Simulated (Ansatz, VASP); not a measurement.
# PbO (Litharge): VASP beside Ansatz

POSCAR

```
PbO
1.0
    3.9900000000      0.0000000000      0.0000000000
    0.0000000000      3.9900000000      0.0000000000
    0.0000000000      0.0000000000      5.0100000000
Pb O
2 2
Direct
    0.5000000000      0.0000000000      0.7600000000
    0.0000000000      0.5000000000      0.2400000000
    0.5000000000      0.5000000000      0.0000000000
    0.0000000000      0.0000000000      0.0000000000
```

INCAR.step1

```
ALGO = Normal
EDIFF = 1E-5
ENCUT = 520
GGA = PE
ISIF = 2
ISMEAR = -1
LASPH = True
LREAL = False
LWAVE = True
NBANDS = 28
NELM = 80
PREC = Accurate
SIGMA = 0.05
```

File INCAR.step2:

```
AEXX = 0.1
ALGO = Normal
EDIFF = 1E-7
ENCUT = 520
GGA = PE
HFSCREEN = 0.2
ISIF = 2
ISMEAR = -1
ISTART = 1
LASPH = True
LCHARG = False
LHFCALC = True
LREAL = False
LWAVE = False
NBANDS = 28
NELM = 80
PREC = Accurate
PRECFOCK = Fast
SIGMA = 0.05
```

The input KPOINTS:

```
k-points
0
Gamma
  4 4 3
```

File input.yaml:

```yaml
crystal:
  lattice:
    - [3.99, 0.0, 0.0]
    - [0.0, 3.99, 0.0]
    - [0.0, 0.0, 5.01]
  atoms:
    - { symbol: Pb, position: [0.5, 0.0, 0.76] }
    - { symbol: Pb, position: [0.0, 0.5, 0.24] }
    - { symbol: O, position: [0.5, 0.5, 0.0] }
    - { symbol: O, position: [0.0, 0.0, 0.0] }
hamiltonian:
  xc: { exchange: pbe, correlation: pbe, exx: { coeff: 0.1, omega: 0.2 } }
  pseudopotentials: { kind: paw }
kpoints:
  mp_grid: { grid: [4, 4, 3] }
scf:
  occupations: { method: fermi_dirac, width: 0.05 }
output:
  forces: true
  stress: true
  eigenvalues: true
```

Alike in both runs: task single point; functional HSE(alpha, omega); k mesh 4 × 4 × 3; occupations fermi-dirac, width 0.05 eV; no spin polarisation.

|  | VASP | Ansatz |
| --- | --- | --- |
| version | VASP 6.6.1 | Ansatz 0.2.0 |
| potentials or method | VASP PAW PBE potentials, release 64 (Pb_d, O) | Ansatz PAW |
| plane-wave cutoff (eV) | 520 | 420 |
| valence electrons in the cell | 40 | 40 |

|  | VASP | Ansatz | Ansatz less VASP |
| --- | --- | --- | --- |
| gap on the k mesh at the Fermi level (eV) | 1.42 | 1.41 | -0.008 |
| least direct gap on the mesh (eV) | 2.54 | 2.54 | -0.002 |
| pressure (GPa) | 1.5 | 1.4 | -0.12 |
| largest component of the traceless stress (GPa) | 0.52 | 0.51 | -0.015 |
| rms of the force components (eV/Å) | 0.093 | 0.112 | +0.0193 |

Atom by atom the forces differ by 0.019 eV/Å (rms over components). The functional is the same, so the differences come from potentials, cutoffs and numerics.

Caveats: spin-orbit coupling is left out, which as a rule narrows the gap of such compounds by several tenths of an eV; the PAW data sets were made with another functional, which shifts forces and pressure a little (VASP); an odd mesh through Γ misses points on the zone boundary, where band edges often lie (VASP); odd divisions of the mesh miss points on the zone boundary, where band edges often lie, so the gap on the mesh can be too wide (Ansatz); the PAW data sets come from PBE, with cores solved anew for the run's functional, which leaves a small shift of forces and pressure (Ansatz); the thresholds are loose for stress (Ansatz).
